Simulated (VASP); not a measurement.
# Fe (Fmmm) in VASP: a series of runs

The runs below take Fe through single point, with PBEsol.

All numbers are computed with VASP 6.6.1; they aren't measurements. Logs are shortened: lines on timing, memory, paths and dates and some standing lists are left out, and cuts for length are marked.

### 1 The crystal as given

Symmetry: Fmmm, No. 69, orthorhombic system. Conventional cell: a = 2.997 Å, b = 3.883 Å, c = 3.930 Å, α = 90.00°, β = 90.00°, γ = 90.00°. Fe (site symmetry mmm) has 12 Fe at 2.45 to 2.76 Å as nearest neighbours.

### 2 Single point, PBEsol, collinear spin, ferromagnetic start

Input file INCAR:

```
  PREC = Normal
  ENCUT = 550
  EDIFF = 1E-6
  ISMEAR = 1
  SIGMA = 0.1
  LREAL = False
  LASPH = True
  NELM = 100
  ALGO = Normal
  ISIF = 2
  LWAVE = False
  LCHARG = False
  ISPIN = 2
  MAGMOM = 3
  LORBIT = 11
  LMAXMIX = 4
  GGA = PS
  NBANDS = 14
  ADDGRID = False
```

Input file KPOINTS:

```
Automatic mesh
0
Gamma
  9 9 9
```

Input file POSCAR:

```
Fe
1.0
    0.0000000000      1.9417396906      1.9651051623
    1.4984397099      0.0000000000      1.9651051623
    1.4984397099      1.9417396906      0.0000000000
Fe
1
Direct
    0.0000000000      0.0000000000      0.0000000000
```

Potentials or basis: VASP PAW PBE potentials, release 64 (Fe).

The run is started by

```
> cat potpaw_PBE.64/Fe/POTCAR > POTCAR
> mpirun -np 1 vasp_std > vasp.out
```

OUTCAR:

```text
PREC = Normal
   ENCUT = 550
   EDIFF = 1E-6
   ISMEAR = 1
   LREAL = False
   LASPH = True
   NELM = 100
   ISIF = 2
   ISPIN = 2
   LORBIT = 11
   GGA = PS

 Found    125 irreducible k-points:

 Following reciprocal coordinates:
            Coordinates               Weight
  0.000000  0.000000  0.000000      1.000000
  0.111111  0.000000 -0.000000      8.000000
  0.222222  0.000000  0.000000      8.000000
  0.333333  0.000000  0.000000      8.000000
  0.444444  0.000000  0.000000      8.000000
  0.111111  0.111111  0.000000      2.000000
   k-points           NKPTS =    125   k-points in BZ     NKDIM =    125   number of bands    NBANDS=     14
   number of dos      NEDOS =    301   number of ions     NIONS =      1
   total plane-waves  NPLWV =   3136
   dimension x,y,z NGX =    16 NGY =   14 NGZ =   14
   dimension x,y,z NGXF=    32 NGYF=   28 NGZF=   28
   ions per type =               1
   NGX,Y,Z   is equivalent  to a cutoff of   9.63,  9.42,  9.49 a.u.
   NGXF,Y,Z  is equivalent  to a cutoff of  19.26, 18.84, 18.98 a.u.
 SYSTEM =  unknown system
   PREC   = normal    normal or accurate (medium, high low for compatibility)
   ISTART =      0    job   : 0-new  1-cont  2-samecut
   ICHARG =      2    charge: 1-file 2-atom 10-const
   ISPIN  =      2    spin polarized calculation?
   LNONCOLLINEAR =      F non collinear calculations
   LSORBIT =      F    spin-orbit coupling
   LASPH  =      T    aspherical Exc in radial PAW
   ENCUT  =  550.0 eV  40.42 Ry    6.36 a.u.   5.28  4.73  4.69*2*pi/ulx,y,z
   NELM   =    100;   NELMIN=  2; NELMDL= -5     # of ELM steps
   EDIFF  = 0.1E-05   stopping-criterion for ELM
   LREAL  =      F    real-space projection
   EDIFFG = 0.1E-04   stopping-criterion for IOM
   NSW    =      0    number of steps for IOM
   IBRION =     -1    ionic relax: 0-MD 1-quasi-New 2-CG
   NFREE  =      0    steps in history (QN), initial steepest desc. (CG)
   ISIF   =      2    stress and relaxation
   ISYM   =      2    0-nonsym 1-usesym 2-fastsym
   POTIM  = 0.5000    time-step for ionic-motion
   TEBEG  =    0.0;   TEEND  =   0.0 temperature during run
   PSTRESS=    0.0 pullay stress
   NELECT =       8.0000    total number of electrons
   NUPDOWN=      -1.0000    fix difference up-down
   EMIN   =  10.00;   EMAX   =-10.00  energy-range for DOS
   EFERMI =   0.00;   METHOD = LEGACY
   ISMEAR =     1;   SIGMA  =   0.10  broadening in eV -4-tet -1-fermi 0-gaus
   EFERMI_NEDOS =   21; number of points for ismear=-14 and -15
   IALGO  =     38    algorithm
   IMIX   =      4    mixing-type and parameters
     AMIX     =   0.40;   BMIX     =  1.00
     AMIX_MAG =   1.60;   BMIX_MAG =  1.00
  volume/ion in A,a.u.               =      11.44        77.17
  Fermi-wavevector in a.u.,A,eV,Ry     =   1.453303  2.746344 28.736719  2.112089
  Thomas-Fermi vector in A             =   2.570585
   LORBIT       =     11    0 simple, 1 ext, 2 COOP (PROOUT), +10 PAW based schemes
   GGA     = PS    functional components
   LHFCALC =     F    Hartree Fock is set to
   AEXX    =    0.0000 exact exchange contribution
   IVDW    =     0    specifies the selected vdW correction
   LEPSILON=     F    determine dielectric tensor
   LRPA    =     F    only Hartree local field effects (RPA)
 spin polarized calculation
 Methfessel and Paxton  Order N= 1 SIGMA  =   0.10
  energy-cutoff  :      550.00
  volume of cell :       11.44
 maximum number of plane-waves:       343
   NGX = 11   NGY =  9   NGZ =  9

 number of electron       7.9999994 magnetization       2.1787118

 Free energy of the ion-electron system (eV)
  ---------------------------------------------------
  ext. energy  EPLUGINS =         0.00000000
  ---------------------------------------------------
  free energy    TOTEN  =        -8.88167541 eV

  energy without entropy =       -8.88157286  energy(sigma->0) =       -8.88164123

 E-fermi :   5.5929     XC(G=0): -13.2409

 val. band max:        5.5898220441   @ k =  -0.1111   0.4444   0.3333
 cond. band min:       5.6138351645   @ k =   0.4444   0.2222   0.2222
 fundamental gap:      0.0240131205
 Fermi energy:         5.5929012990

 spin component 1

 k-point     1 :       0.0000    0.0000    0.0000
  band No.  band energies     occupation
      1      -2.8890      1.00000
      2       3.1604      1.00000
      3       3.2504      1.00000
      4       3.5934      1.00000
      5       4.3150      1.00000
      6       4.7070      1.00000
      7      29.3769      0.00000
      8      30.8533      0.00000
      9      31.1167      0.00000
     10      35.0500      0.00000
     11      36.1065      0.00000
     12      36.3698      0.00000
     13      36.8732      0.00000
     14      36.9652      0.00000

 k-point     2 :       0.1111    0.0000   -0.0000
  band No.  band energies     occupation
      1      -2.3985      1.00000
      2       3.1685      1.00000
      3       3.2425      1.00000
      4       3.7178      1.00000
      5       4.2469      1.00000
      6       4.6575      1.00000
      7      27.1631      0.00000
      8      29.5976      0.00000
      9      30.6131      0.00000
     10      33.7633      0.00000
     11      34.6176      0.00000
     12      35.0463      0.00000
     13      36.9439      0.00000
     14      39.2026      0.00000

 k-point     3 :       0.2222    0.0000    0.0000
  band No.  band energies     occupation
      1      -1.0746      1.00000
      2       2.9761      1.00000
      3       3.1013      1.00000
      4       4.2099      1.00000
      5       4.3492      1.00000
      6       4.6217      1.00000
      7      22.1338      0.00000
      8      27.6202      0.00000
      9      29.8520      0.00000
     10      31.5092      0.00000
     11      33.1559      0.00000
     12      35.1126      0.00000
     13      38.7970      0.00000
     14      42.4150      0.00000

 k-point     4 :       0.3333    0.0000    0.0000
  band No.  band energies     occupation
      1       0.3132      1.00000
      2       2.6603      1.00000
      3       3.5287      1.00000
      4       4.2928      1.00000
      5       4.7157      1.00000
      6       5.2094      1.00000
      7      17.1454      0.00000
      8      25.6815      0.00000
      9      28.2432      0.00000
     10      29.9075      0.00000
     11      32.9532      0.00000
     12      37.1254      0.00000
     13      39.7941      0.00000
     14      47.0637      0.00000

 k-point     5 :       0.4444    0.0000    0.0000
  band No.  band energies     occupation
      1       0.6870      1.00000
      2       2.4562      1.00000
      3       4.2438      1.00000
      4       4.8250      1.00000
      5       5.3884      1.00690
      6       5.8373     -0.00148
      7      13.2999      0.00000
      8      24.5771      0.00000
      9      26.7601      0.00000
     10      29.5808      0.00000
     11      33.1131      0.00000
     12      37.8934      0.00000
     13      41.8883      0.00000
     14      46.3498      0.00000

 k-point     6 :       0.1111    0.1111    0.0000
  band No.  band energies     occupation
      1      -2.3653      1.00000
      2       2.9987      1.00000
      3       3.5191      1.00000
      4       3.5232      1.00000
      5       4.3744      1.00000
      6       4.6231      1.00000
      7      28.2447      0.00000
      8      29.0561      0.00000
      9      29.5225      0.00000
     10      32.5860      0.00000
     11      34.9198      0.00000
     12      35.5204      0.00000
     13      38.3530      0.00000
     14      38.5496      0.00000

 [... further k-points ...]

 spin component 2

 k-point     1 :       0.0000    0.0000    0.0000
  band No.  band energies     occupation
      1      -2.6181      1.00000
      2       4.9909      1.00000
      3       5.1311      1.00000
      4       5.6208      0.27386
      5       6.8292     -0.00000
      6       7.4217     -0.00000
      7      29.2758      0.00000
      8      30.8080      0.00000
      9      31.0998      0.00000
     10      35.4962      0.00000
     11      36.2854      0.00000
     12      37.3657      0.00000
     13      37.5928      0.00000
     14      37.6788      0.00000

 k-point     2 :       0.1111    0.0000   -0.0000
  band No.  band energies     occupation
      1      -2.1241      1.00000
      2       4.9935      1.00000
      3       5.1225      1.00000
      4       5.7337     -0.03147
      5       6.7342     -0.00000
      6       7.3587     -0.00000
      7      27.4669      0.00000
      8      29.6318      0.00000
      9      30.7499      0.00000
     10      34.3315      0.00000
     11      35.2854      0.00000
     12      35.7116      0.00000
     13      37.3243      0.00000
     14      39.8940      0.00000

 k-point     3 :       0.2222    0.0000    0.0000
  band No.  band energies     occupation
      1      -0.7574      1.00000
      2       4.8115      1.00000
      3       4.8743      1.00000
      4       6.3913     -0.00000
      5       6.6311     -0.00000
      6       7.2973     -0.00000
      7      22.8046      0.00000
      8      27.7731      0.00000
      9      30.2875      0.00000
     10      32.2078      0.00000
     11      33.7766      0.00000
     12      35.4916      0.00000
     13      39.1850      0.00000
     14      42.9044      0.00000

 k-point     4 :       0.3333    0.0000    0.0000
  band No.  band energies     occupation
      1       0.9665      1.00000
      2       4.4664      1.00000
      3       4.8333      1.00000
      4       6.6838     -0.00000
      5       7.3319     -0.00000
      6       7.3576     -0.00000
      7      18.0827      0.00000
      8      25.8390      0.00000
      9      28.9307      0.00000
     10      30.4365      0.00000
     11      33.6267      0.00000
     12      37.5531      0.00000
     13      40.0482      0.00000
     14      47.4719      0.00000

 k-point     5 :       0.4444    0.0000    0.0000
  band No.  band energies     occupation
      1       1.8845      1.00000
      2       4.2315      1.00000
      3       5.7519     -0.02354
      4       6.7249     -0.00000
      5       7.4580     -0.00000
      6       8.0466      0.00000
      7      14.5845      0.00000
      8      24.7086      0.00000
      9      27.3767      0.00000
     10      30.1841      0.00000
     11      33.8566      0.00000
     12      38.1624      0.00000
     13      42.2158      0.00000
     14      47.1568      0.00000

 k-point     6 :       0.1111    0.1111    0.0000
  band No.  band energies     occupation
      1      -2.0904      1.00000
      2       4.7985      1.00000
      3       5.4271      1.02040
      4       5.5229      0.95981
      5       6.8965     -0.00000
      6       7.3005     -0.00000
      7      28.4533      0.00000
      8      29.1252      0.00000
      9      29.7458      0.00000
     10      33.4382      0.00000
     11      35.7768      0.00000
     12      35.7781      0.00000
     13      38.7701      0.00000
     14      38.9286      0.00000

 [... further k-points ...]

------------------------ aborting loop because EDIFF is reached ----------------------------------------

  FORCE on cell =-STRESS in cart. coord.  units (eV):
  Direction    XX          YY          ZZ          XY          YZ          ZX
  --------------------------------------------------------------------------------------
  -------------------------------------------------------------------------------------
  Total       -1.1961808     -0.5344344     -0.6844376     -0.0000000      0.0000000      0.0000000
  in kB     -167.5951107    -74.8788076    -95.8955256     -0.0000000      0.0000000      0.0000000
  external PRESSURE =    -112.7898146 kB  Pullay stress =       0.0000000 kB

 VOLUME and BASIS-vectors are now :
 -----------------------------------------------------------------------------
  energy-cutoff  :      550.00
  volume of cell :       11.44
      direct lattice vectors                 reciprocal lattice vectors
     0.000000000  1.941739691  1.965105162    -0.333680426  0.257501045  0.254439309
     1.498439710  0.000000000  1.965105162     0.333680426 -0.257501045  0.254439309
     1.498439710  1.941739691  0.000000000     0.333680426  0.257501045 -0.254439309

 POSITION                                       TOTAL-FORCE (eV/Angst)
 -----------------------------------------------------------------------------------
      0.00000      0.00000      0.00000         0.000000     -0.000000      0.000000
 -----------------------------------------------------------------------------------
    total drift:                               -0.000000     -0.000000     -0.000000

  FREE ENERGIE OF THE ION-ELECTRON SYSTEM (eV)
  ---------------------------------------------------
  free  energy   TOTEN  =        -8.8816754130 eV

  energy  without entropy=       -8.8815728574  energy(sigma->0) =       -8.88164123

 total charge

# of ion       s       p       d       tot
------------------------------------------
    1        0.488   0.538   6.234   7.259

 magnetization (x)

# of ion       s       p       d       tot
------------------------------------------
    1       -0.013  -0.042   2.221   2.165
```

Wall time 10 s (1 thread of Intel Xeon 6975P-C (Granite Rapids), shared host); peak memory 0.13 GiB.

The run converged, but some of its settings lie outside the range that counts as converged, so its numbers aren't taken as properties of the crystal.

What came out:

- Free energy: -8.8817 eV
- Pressure: -11.3 GPa
- Band gap on the k mesh: none (metal or under the smearing width)
- Net moment: 2.18 μB per cell
- Site moments: Fe +2.17 μB
- Valence electrons inside the program's atomic spheres: Fe 7.26

Caveat: the PAW data sets were made with another functional, which shifts forces and pressure a little.

(Continued in part 2 of 2.)
